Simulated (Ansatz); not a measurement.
Write the native input for Ansatz 0.2.0 that does the following.

* Task: single point
* Functional: PBE
* Potentials or basis: all-electron LAPW, scalar-relativistic
* Cutoff: 260 eV (chosen from the basis error)
* Basis error allowed: 0.001 eV/atom
* k mesh: 10 × 10 × 8
* Occupations: fermi-dirac, width 0.05 eV
* Spin: no spin polarisation

Ga:

```
Ga
1.0
     1.38300   -4.02650    0.00000
     1.38300    4.02650    0.00000
    -0.11745    0.00000    3.32993
Ga
2
Cartesian
  1.2589 2.9790 2.4919
  1.3540 -2.9564 0.7880
```

This isn't the form of Ga at room conditions, which is orthorhombic.

The cell isn't the ideal one: atoms moved at random, drawn with an rms of 0.05 Å.

One way to write it, as run:

input.yaml

```yaml
crystal:
  lattice:
    - [1.383, -4.0265, 0.0]
    - [1.383, 4.0265, 0.0]
    - [-0.1174474948, 0.0, 3.3299294416]
  atoms:
    - { symbol: Ga, position: [0.116991, 0.856835, 0.748342] }
    - { symbol: Ga, position: [0.866666, 0.132424, 0.236628] }
kpoints:
  mp_grid: { grid: [10, 10, 8] }
scf:
  occupations: { method: fermi_dirac, width: 0.05 }
hamiltonian:
  xc: pbe
  pseudopotentials: { kind: all_electron, lapw: { basis_error: 0.001 } }
output:
  forces: true
  stress: true
  eigenvalues: true
  populations: true
```

Potentials or basis: all-electron LAPW, scalar-relativistic.

Command:

```bash
$ ansatz run input.yaml --threads 1 --pin off --max-ram 3072MiB --backend cpu --events-out ev --progress --plain --runs-dir out
```

It gave:

The pressure is 1.7 GPa and the largest force is 0.183 eV/Å. The band gap on the k mesh is none (metal or under the smearing width).

Run time: 65 s on 1 thread of Arm Neoverse V2 (shared host), peak memory 0.89 GiB.
